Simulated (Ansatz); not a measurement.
MoSi2: strain energy, fitted

MoSi2, I4/mmm, a = 3.217 Å, c = 7.873 Å. Ansatz: PBE, PAW, 420 eV, Γ-centred 12×12×6 mesh on 6 atoms, Gaussian smearing 0.10 eV; no spin polarisation. Series: uniaxial strain along c, with a, b and atoms relaxed; x is the strain in per cent. y is the free energy over the unstrained cell, V0 = 13.578 Å³/atom.

| x (%) | y (meV/atom) |
| --- | --- |
| -4.5 | 45.16 |
| -3.0 | 19.13 |
| -1.5 | ? |
| 0.0 | 0.00 |
| 1.5 | 4.25 |
| 3.0 | 16.08 |
| 4.5 | 34.27 |

Question: Fit y = c2 x² + c3 x³ to the other rows, turn c2 into a modulus, and predict the missing energy.

Answer: Least squares on the rows shown. y = 1.9605 x² − 0.059482 x³. In eV per unit strain² c2 is 19.61; this is Young's modulus along the axis (E = ½ Y V0 ε²): 2 × 19.61 × 160.2 / (13.578) = 463 GPa. At x = -1.5 the fit asked for gives 4.61 meV/atom. The run gave 4.54 meV/atom, so the fit is 0.07 meV/atom too high, within twice the rms miss on the fitted rows (0.06 meV/atom).